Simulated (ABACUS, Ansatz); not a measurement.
## The equilibrium volume of Si, sorted by core time

The structure is cubic, space group Fd-3m (No. 227). Conventional cell: a = 5.444 Å, b = 5.444 Å, c = 5.444 Å, α = 90.00°, β = 90.00°, γ = 90.00°. Si (site symmetry -43m) has 4 Si at 2.36 Å as nearest neighbours.

```tsv
rung	level	program and potentials	cutoff (eV)	k mesh	smearing	task	core time	chip	equilibrium volume (Å³/atom)	miss	notes
GGA + dispersion	revPBE+D3(BJ)	Ansatz, Ansatz PAW	420	8 × 8 × 8	fermi-dirac 0.05	relaxation of cell and atoms	1.8 s	Intel Xeon 6975P-C Granite Rapids	19.62	-2.0 %	potentials made for PBE, which Ansatz adapts in part
LDA	LDA	Ansatz, Ansatz PAW	420	8 × 8 × 8	fermi-dirac 0.05	relaxation of cell and atoms	2.3 s	Arm Neoverse V1	19.70	-1.6 %	potentials made for PBE, which Ansatz adapts in part
GGA	BPBE	Ansatz, Ansatz PAW	420	8 × 8 × 8	fermi-dirac 0.05	equation of state	2.7 s	AMD EPYC 9B45 Zen 5	20.47	+2.2 %	potentials made for PBE, which Ansatz adapts in part
GGA + dispersion	BLYP+D3(BJ)	Ansatz, Ansatz PAW	420	8 × 8 × 8	fermi-dirac 0.05	relaxation of cell and atoms	4.1 s	Intel Xeon	19.83	-0.9 %	potentials made for PBE, which Ansatz adapts in part
GGA	BLYP	Ansatz, Ansatz PAW	420	8 × 8 × 8	fermi-dirac 0.05	relaxation of cell and atoms	4.2 s	Intel Xeon	(a)	?	potentials made for PBE, which Ansatz adapts in part
GGA + dispersion	PBEsol+D4	Ansatz, Ansatz PAW	420	8 × 8 × 8	fermi-dirac 0.05	relaxation of cell and atoms	4.2 s	Intel Xeon	19.77	-1.2 %	potentials made for PBE, which Ansatz adapts in part
GGA	rPW86-PBE	Ansatz, Ansatz PAW	420	8 × 8 × 8	fermi-dirac 0.05	equation of state	6.1 s	Arm Neoverse V1	20.89	+4.3 %	potentials made for PBE, which Ansatz adapts in part
hybrid	HSE03	Ansatz, Ansatz PAW	420	4 × 4 × 4	fermi-dirac 0.05	relaxation of cell and atoms	50 s	Intel Xeon Skylake/Cascade Lake	20.29	+1.3 %	coarse mesh; potentials made for PBE, which Ansatz adapts in part
hybrid	HSE06	Ansatz, Ansatz PAW	420	4 × 4 × 4	fermi-dirac 0.05	relaxation of cell and atoms	51 s	Intel Xeon Skylake/Cascade Lake	20.24	+1.1 %	coarse mesh; potentials made for PBE, which Ansatz adapts in part
hybrid	PBEsol0	Ansatz, Ansatz PAW	420	4 × 4 × 4	fermi-dirac 0.05	equation of state	58 s	Intel Xeon Platinum 8259CL Skylake/Cascade Lake	19.96	-0.3 %	coarse mesh; potentials made for PBE, which Ansatz adapts in part
hybrid	r2SCAN50	Ansatz, Ansatz PAW	500	4 × 4 × 4	fermi-dirac 0.05	equation of state	69 s	Arm Neoverse V1	19.90	-0.6 %	coarse mesh; potentials made for PBE, which Ansatz adapts in part
hybrid	PBE0	Ansatz, Ansatz PAW	420	6 × 6 × 6	fermi-dirac 0.05	equation of state	80 s	AMD EPYC 7R13 Zen 3	20.10	+0.4 %	potentials made for PBE, which Ansatz adapts in part
GGA	PBE	ABACUS, PseudoDojo NC SR 0.4.1 PBE standard, plane waves	490	8 × 8 × 8	fermi-dirac 0.05	equation of state	82 s	Intel Xeon Platinum 8259CL Skylake/Cascade Lake	20.45	+2.1 %	-
```

Times are single runs on shared hosts and different chips, so they are rough; meshes, cutoffs and the tasks' sizes weigh on the time. All rows: no spin polarisation. Smearing widths are in eV. Meshes differ between rows, which moves values too. Meshes are those of the run's cell of 2 atoms unless a note names another. Relaxations start from the cell shown or near it and stop with a little pressure left. The cell shown, of 20.16 Å³ an atom, is the runs' start and not the measured value. Misses use the values as printed. Runs on faulty files, with rough fits or with known faults for this quantity aren't shown. No row holds spin-orbit coupling.

Measured: 20.02 Å³/atom at 295.65 K (a printed reference work). The runs are for a static lattice.

Q: Estimate the value left out from the other rows.

A: (a) 21.16 Å³/atom, miss +5.7 %.
